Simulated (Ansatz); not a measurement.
Li3N (Li3N type, space group P6/mmm)

```
Li3N
1.0
    3.63435     0.00000     0.00000
   -1.81718     3.14744     0.00000
    0.00000     0.00000     3.86452
Li N
3 1
Cartesian
  0.00000   0.00000   1.93226
  0.00000   2.09830   0.00000
  1.81718   1.04915   0.00000
  0.00000   0.00000   0.00000
```

This relaxed cell (volume V₀) is scaled evenly in all directions, its shape held. Symmetry pins the atoms to their sites.

These are PBE (plane waves to 420 eV, PAW, scalar-relativistic; Ansatz, an electronic-structure program) values and carry that method's errors. k mesh 10×10×9 (Γ-centred), Fermi-Dirac smearing 0.05 eV. E stands for the smeared free energy. With the shape held, the modulus is that of even scaling; a crystal free to change shape is softer. Li3N was relaxed with its symmetry unable to fall. ΔE is measured from the relaxed starting cell.

```tsv
V (Å³/atom)	ΔE (meV/atom)
9.283	61.8
9.578	40.9
9.873	24.9
10.167	13.4
10.462	5.7
10.757	1.4
11.051	0.0
11.346	1.2
11.641	4.8
11.936	10.3
12.230	17.7
12.525	26.6
12.820	36.9
```

Task: What is the fitted pressure derivative B₀′?

Result: 3.8.

Task: What bulk modulus at fixed cell shape B₀ follows from a third-order Birch-Murnaghan fit?

Result: 53.1 GPa. Check by three points about V = 11.051 Å³/atom, step 0.295: d²E/dV² ≈ (1.4 − 2·0.0 + 1.2) meV / 0.295² = 0.0299 eV/Å⁶, and V·d²E/dV² × 160.2 = 53.0 GPa.

(Under strain, the slope of the energy per volume gives the stress and its curvature an elastic modulus.)
